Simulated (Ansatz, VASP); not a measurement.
# Two plane-wave programs on F

File INCAR:

```
SYSTEM = F
PREC = Accurate
ENCUT = 600
EDIFF = 1E-6
ISMEAR = 0
SIGMA = 0.02
LREAL = .False.
LASPH = .True.
NELM = 100
ALGO = Normal
ISIF = 3
LWAVE = .False.
LCHARG = .False.
GGA = PE
IVDW = 12
IBRION = 2
NSW = 100
EDIFFG = -0.005
```

KPOINTS

```
Automatic mesh
0
Gamma
  8 8 4
  0 0 0
```

POSCAR

```
F
1.0
    2.8623360149     -1.7063933171      0.1364467012
    2.8623360149      1.7063933171      0.1364467012
   -1.2443186869      0.0000000000      6.8403871128
F
4
Direct
    0.9259031001      0.5859905672      0.0945888670
    0.4140094328      0.0740968999      0.4054111330
    0.0740968999      0.4140094328      0.9054111330
    0.5859905672      0.9259031001      0.5945888670
```

Input for Ansatz:

```yaml
crystal:
  lattice:
    - [2.8623360149, -1.7063933171, 0.1364467012]
    - [2.8623360149, 1.7063933171, 0.1364467012]
    - [-1.2443186869, 0.0, 6.8403871128]
  atoms:
    - { symbol: F, position: [0.9259031001, 0.5859905672, 0.094588867] }
    - { symbol: F, position: [0.4140094328, 0.0740968999, 0.405411133] }
    - { symbol: F, position: [0.0740968999, 0.4140094328, 0.905411133] }
    - { symbol: F, position: [0.5859905672, 0.9259031001, 0.594588867] }
basis:
  ecutwfc: 520.0
kpoints:
  mp_grid: { grid: [8, 8, 4] }
hamiltonian:
  xc: pbe
  dispersion: d3bj
scf:
  occupations: { method: gaussian, width: 0.02 }
output:
  forces: true
  stress: true
  eigenvalues: true
  write_density: true
  write_potential: true
  elf: true
  volumetric_format: npy
relax:
  adjacent_minimum: "off"
  f_tol: 0.005
  max_steps: 80
  cell: { stress_tol: 0.05 }
```

Alike in both runs: task relaxation of cell and atoms; functional PBE; dispersion D3(BJ); k mesh 8 × 8 × 4; occupations gaussian, width 0.02 eV; no spin polarisation.

|  | VASP | Ansatz |
| --- | --- | --- |
| version | VASP 6.6.1 | Ansatz 0.2.0 |
| potentials or method | VASP PAW PBE potentials, release 64 (F) | scalar-relativistic, plane waves, PAW |
| plane-wave cutoff (eV) | 600 | 520 |
| valence electrons in the cell | 28 | 28 |

Ansatz gave:

```
gap on the k mesh at the Fermi level, each at its own relaxed structure (eV) : 3.03
relaxed volume (Å³/atom)                                                     : 17.25
relaxed cell length with the largest relative difference (Å)                 : 3.352
energy change over the relaxation (meV/atom)                                 : -1
```

Task: Which values does VASP return?

Result: gap on the k mesh at the Fermi level, each at its own relaxed structure (eV): 2.80; relaxed volume (Å³/atom): 15.55; relaxed cell length with the largest relative difference (Å): 3.218; energy change over the relaxation (meV/atom): -4.

One of these differences is far larger than is usual between the two programs; its cause wasn't traced.

A k mesh can miss the band edges. PBE gaps usually lie below the measured ones, often by a third to a half.
